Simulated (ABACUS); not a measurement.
# ZrB2 under changes of volume

One of the cells (10.249 Å³/atom); the others are scaled copies at fixed shape and fractional positions:

```
Zr B
1.0
     3.17000    0.00000    0.00000
    -1.58500    2.74530    0.00000
     0.00000    0.00000    3.53300
Zr B
1 2
Cartesian
  0.0000 0.0000 0.0000
  1.5850 0.9151 1.7665
  0.0000 1.8302 1.7665
```

```yaml
Program: ABACUS 3.10.1
Functional: PBE
Potentials_or_basis: PseudoDojo NC SR 0.4.1 PBE standard
Cutoff: 1034 eV
Density_cutoff: 4136 eV
Basis: plane waves
k_mesh: 10 × 10 × 8
Occupations: fermi-dirac, width 0.05 eV
Spin: no spin polarisation
```

| volume (Å³/atom) | energy over the lowest point (meV/atom) | pressure (GPa) |
| --- | --- | --- |
| 9.634 | 33.97 | 17.7 |
| 9.839 | 15.34 | 11.5 |
| 10.044 | ? | ? |
| 10.249 | 0.00 | 0.8 |
| 10.454 | 1.94 | -3.8 |
| 10.659 | 9.50 | -8.0 |
| 10.864 | 22.15 | -11.8 |

Task: What does the run at 10.044 Å³/atom give?

Result: Energy over the lowest point 4.25 meV/atom; pressure 5.9 GPa.

Worked out: A Birch-Murnaghan fit of order 3 (a polynomial in V^(-2/3)) to the other rows has its minimum at 10.28 Å³/atom with B0 = V·E''(V) = 239 GPa and B' = 3.9 at fixed shape and positions, which overstates the stiffness. It gives 4.25 meV/atom at 10.044 Å³/atom, against the run's 4.25, and -dE/dV = 5.9 GPa, against 5.9.

Energies are extrapolated to zero smearing.

Caveats: there are fewer bands than atomic start orbitals, so a level may be missed at k points of high symmetry.
